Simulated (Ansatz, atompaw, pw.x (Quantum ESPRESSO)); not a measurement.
# B (Z = 5): does the PAW (atompaw) potential hold in the solid?

atompaw 4.2.0.5 input, output lines left out:

```
B 5
GGA-PBE scalarrelativistic loggrid 1500 logderivrange -3 5 201
2 2 0 0 0 0
2 1 1
0 0 0
c
v
v
2
3.00 2.95 2.35 2.50
y
1.15
n
y
1.7
n
y
0.05
y
1.5
n
custom polynom2 7 10 vanderbiltortho sinc
3 1 ultrasoft
3.00
3.00
3.00
3.00
3.00
3.00
```

Crystal test: bcc B in pw.x 7.5, no spin, 18³ k-points, Fermi–Dirac smearing 0.01 Ry, cutoffs 40/400 Ry. The reference is all-electron LAPW (Ansatz 0.2.0) with the same functional, mesh and smearing; V0 and B0 come from Birch–Murnaghan fits to the pressures at five volumes. Errors are pseudo minus all-electron; Δ is the rms difference of the E(V) curves that follow from these fits, minima aligned, over ±6 % about the mean V0. Mesh and smearing are coarse, so the numbers serve the comparison and aren't converged zero-temperature values; the lattice is a test structure that the element need not adopt.

All-electron: a0 = 2.308 Å (V0 = 6.15 Å³/atom), B0 = 225.7 GPa.

Q: How far does the potential miss the all-electron equation of state?

A: converged, but broken (pressure over 100 GPa off). The pressure does not cross zero within the volumes sampled, so no fit is given. The largest radius (3.00 bohr) exceeds half the bond length (1.89 bohr), so the spheres overlap, which is one possible source of error among others. A pressure error of this size marks a broken potential; the numbers have no physical meaning.

```json
{"V (Å³/atom)": "5.869", "P all-electron (GPa)": "11.78", "P pseudo (GPa)": "511.90"}
{"V (Å³/atom)": "6.024", "P all-electron (GPa)": "4.93", "P pseudo (GPa)": "459.76"}
{"V (Å³/atom)": "6.178", "P all-electron (GPa)": "-1.02", "P pseudo (GPa)": "412.11"}
{"V (Å³/atom)": "6.332", "P all-electron (GPa)": "-6.17", "P pseudo (GPa)": "368.76"}
{"V (Å³/atom)": "6.487", "P all-electron (GPa)": "-10.61", "P pseudo (GPa)": "329.44"}
```

Q: At the middle volume, how do free energy and pressure move when the wave cutoff is lowered (ecutrho held at 400 Ry)?

A:

```csv
cutoff (Ry),shift of F (meV/atom),shift of P (GPa)
18,+47.4,+1.67
24,+23.4,+1.33
32,+6.1,+0.36
```

The run at the middle volume (195 k-points, 9 iterations) took about 3.9 s on one core of a shared host (AMD EPYC 9R45 96-Core Processor, 96 threads, 376 GiB, load 48).
